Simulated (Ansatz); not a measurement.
**Convergence study of Mn2Hg5**

Which SCF settings change the result for Mn2Hg5, and which only the effort? The default run comes first. We look at Mn2Hg5: the deposited crystal structure (space group P4/mbm), with 14 atoms per cell. Source: COD entry 2310198, which need not be the ambient phase.

Program: Ansatz 0.2.0. Level of theory: DFT PBE, PAW, plane waves, scalar-relativistic. These are calculated values, not measurements.

2 further runs of the same task are left out: 1 for a known fault of the program, 1 that didn't finish.

## (1) The structure to begin with

It takes space group P4/mbm (No. 127, tetragonal). Conventional cell: a = 9.758 Å, b = 9.758 Å, c = 2.998 Å, α = 90.00°, β = 90.00°, γ = 90.00°. Around Hg (site symmetry m) lie 4 Mn at 2.93 to 3.02 Å and 6 Hg at 2.95 to 3.22 Å. Around Mn (site symmetry m2m) lie 10 Hg at 2.90 to 3.02 Å and 2 Mn at 3.00 Å. Hg (site symmetry mmm) has 4 Mn at 2.90 Å and 6 Hg at 2.95 to 3.00 Å as nearest neighbours.

As a file:

```
Hg Mn
1.0
     9.75770    0.00000    0.00000
     0.00000    9.75770    0.00000
     0.00000    0.00000    2.99800
Hg Mn
10 4
Direct
  0.06300 0.20400 0.00000
  0.79600 0.06300 0.00000
  0.93700 0.79600 0.00000
  0.20400 0.93700 0.00000
  0.56300 0.29600 0.00000
  0.29600 0.43700 0.00000
  0.43700 0.70400 0.00000
  0.70400 0.56300 0.00000
  0.00000 0.50000 0.00000
  0.50000 0.00000 0.00000
  0.18000 0.68000 0.50000
  0.32000 0.18000 0.50000
  0.82000 0.32000 0.50000
  0.68000 0.82000 0.50000
```

Labels such as Hg14 number the atoms in the order of the input file.

After the default run come: Broyden, β 0.5, preconditioner Kerker; Broyden, β 0.4, magnetisation mixing 1.6; Methfessel–Paxton smearing, width 0.05 eV; Fermi–Dirac width 0.001 eV, no switch to direct minimisation; Broyden, β 0.7, preconditioner LDOS; Broyden, β 0.4, magnetisation mixing 0.4.

The search for lower states is off throughout, and inputs that name a mixer don't switch to direct minimisation unless they say so. Spin is collinear, with starting moments Mn9 4.50, Mn10 -4.50, Mn11 4.50, Mn12 -4.50 μB. β is the mixing step of the charge; the magnetisation has a step of its own, which the program sets unless it is named.

## (2) Default SCF settings

Contents of input.yaml:

```yaml
crystal:
  lattice:
    - [9.7577, 0.0, 0.0]
    - [0.0, 9.7577, 0.0]
    - [0.0, 0.0, 2.998]
  atoms:
    - { symbol: Hg, position: [0.063, 0.204, 0.0] }
    - { symbol: Hg, position: [0.796, 0.063, 0.0] }
    - { symbol: Hg, position: [0.937, 0.796, 0.0] }
    - { symbol: Hg, position: [0.204, 0.937, 0.0] }
    - { symbol: Hg, position: [0.563, 0.296, 0.0] }
    - { symbol: Hg, position: [0.296, 0.437, 0.0] }
    - { symbol: Hg, position: [0.437, 0.704, 0.0] }
    - { symbol: Hg, position: [0.704, 0.563, 0.0] }
    - { symbol: Mn, position: [0.18, 0.68, 0.5], spin: 4.5 }
    - { symbol: Mn, position: [0.32, 0.18, 0.5], spin: -4.5 }
    - { symbol: Mn, position: [0.82, 0.32, 0.5], spin: 4.5 }
    - { symbol: Mn, position: [0.68, 0.82, 0.5], spin: -4.5 }
    - { symbol: Hg, position: [0.0, 0.5, 0.0] }
    - { symbol: Hg, position: [0.5, 0.0, 0.0] }
magnetization:
  spin_polarized: true
hamiltonian:
  xc: pbe
  pseudopotentials: { kind: paw }
basis:
  ecutwfc: 420
kpoints:
  mp_grid: { grid: [2, 2, 7] }
scf:
  occupations: { method: gaussian, width: 0.1 }
  lower_state_search: "off"
output:
  forces: true
  stress: true
  write_density: true
  write_potential: true
  elf: true
  volumetric_format: npy
```

The run is started by

```bash
> ansatz run input.yaml --threads 2 --pin off --max-ram 5120MiB --backend cpu --events-out ev --progress --plain --runs-dir out
```

**Question.** Each change named above is then made alone on this input. How many iterations does the default take, and what do the changes move? Wanted: largest shift of the free energy by occupations, cutoff, mesh or field.

As calculated:

| quantity | value |
| --- | --- |
| default run | 15 iterations, antiferromagnetic, site moments Mn9 3.85, Mn10 -3.85, Mn11 3.85, Mn12 -3.85 μB, total 0.00 μB per cell, no gap on the k-mesh |
| fewest iterations to that state among the runs shown | 12 (Broyden, β 0.7, preconditioner LDOS) |
| most iterations to it | 17 (Broyden, β 0.4, magnetisation mixing 0.4) |
| runs that end in another state, among changes of path alone | 0 |
| largest shift of the free energy by occupations, cutoff, mesh or field | +1.2 meV/atom (Methfessel–Paxton smearing, width 0.05 eV) |

What this shows: 5 runs solve the same problem and reach the default's state, in 12 to 17 iterations: there the settings change the path, not the answer. Occupations, cutoff, mesh and fields change the problem that is solved, not just the path; the largest shift here is that of “Methfessel–Paxton smearing, width 0.05 eV”. Other settings tried on this cell gave no result: 0 bands beyond the filled ones (input refused); Anderson, β 0.8, history 4, no preconditioner (not converged after 80 iterations, wanders). Counts include iterations that the program adds to test a close, so a difference of one or two ranks nothing. The starting density is a sum of atomic densities.
